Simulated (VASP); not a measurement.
Runs of VASP 6.6.1 on Al. Symmetry: P6_3/mmc, No. 194, hexagonal system. Conventional cell: a = 2.863 Å, b = 2.863 Å, c = 4.676 Å, α = 90.00°, β = 90.00°, γ = 120.00°. Al (site symmetry -6m2) is surrounded by 12 Al at 2.86 Å. This isn't the form of Al at room conditions, which is fcc.

| task | level | potentials or basis | cell | cutoff (eV) | gap on the mesh (eV) | pressure (GPa) | relaxed volume (Å³/atom) |
| --- | --- | --- | --- | --- | --- | --- | --- |
| relaxation of cell and atoms | PBE | VASP PAW PBE potentials, release 64 (Al) | relaxed | 600 | none | 0.0 | 16.64 |
| single point | PBEsol | VASP PAW PBE potentials, release 64 (Al) | as given | 520 | none | (a) | - |
| relaxation of cell and atoms | PBE+D3(BJ) | VASP PAW PBE potentials, release 64 (Al) | relaxed | 600 | none | 0.0 | 15.91 |
| relaxation of cell and atoms | RPBE | VASP PAW PBE potentials, release 64 (Al) | relaxed | 600 | none | 0.0 | (b) |
| relaxation of cell and atoms | LDA | VASP PAW LDA potentials, release 64 (Al) | relaxed | 600 | none | 0.0 | 15.95 |

Alike in all rows: no spin polarisation; k mesh 18 × 18 × 10; smearing gaussian 0.1 eV.

Q: Fill in the values left out.

A: (a) -1.3; (b) 16.92.

Caveats: the PAW data sets were made with another functional, which shifts forces and pressure a little (some runs); pairwise dispersion overbinds metals, which lowers pressure and volume (some runs).

A gap of «none» marks a metal or a gap under the smearing width.
